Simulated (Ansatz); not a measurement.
# Rh (diamond type): the cost of one run

Method: DFT PBE, with the methods named in each step, in Ansatz 0.2.0.

2 further runs of the same task are left out: 2 that didn't finish.

## (1) The structure to begin with

It takes space group Fd-3m (No. 227, cubic). The conventional cell has a = 5.199 Å, b = 5.199 Å, c = 5.199 Å, α = 90.00°, β = 90.00°, γ = 90.00°. Rh (site symmetry -43m) is surrounded by 4 Rh at 2.25 Å.

As a file:

```xyz
2
Lattice="0.0000 2.5993 2.5993 2.5993 0.0000 2.5993 2.5993 2.5993 0.0000" Properties=species:S:1:pos:R:3 pbc="T T T"
Rh   -0.6498   -0.6498   -0.6498
Rh    0.6498    0.6498    0.6498
```

Whether this phase is the stable one at these pressures isn't tested.

Atoms are numbered in the order of the input: Rh1, Rh2.

## (2) Cell relaxed at zero pressure, PAW

Contents of input.yaml:

```yaml
crystal:
  lattice:
    - [0.0, 2.599334149, 2.599334149]
    - [2.599334149, 0.0, 2.599334149]
    - [2.599334149, 2.599334149, 0.0]
  atoms:
    - { symbol: Rh, position: [-0.125, -0.125, -0.125] }
    - { symbol: Rh, position: [0.125, 0.125, 0.125] }
kpoints:
  mp_grid: { grid: [13, 13, 13] }
scf:
  occupations: { method: fermi_dirac, width: 0.05 }
hamiltonian:
  xc: pbe
  pseudopotentials: { kind: paw }
output:
  forces: true
  stress: true
  write_density: true
  write_potential: true
  elf: true
  volumetric_format: npy
relax:
  f_tol: 0.005
  max_steps: 40
  cell: {}
```

The run is started by

```sh
$ ansatz run input.yaml --threads 1 --pin off --max-ram 2048MiB --backend cpu --events-out ev --progress --plain --runs-dir out
```

What time and memory should one allow on 1 thread of Arm Neoverse V2, shared host?

About 19 s, with a peak of 0.37 GiB.
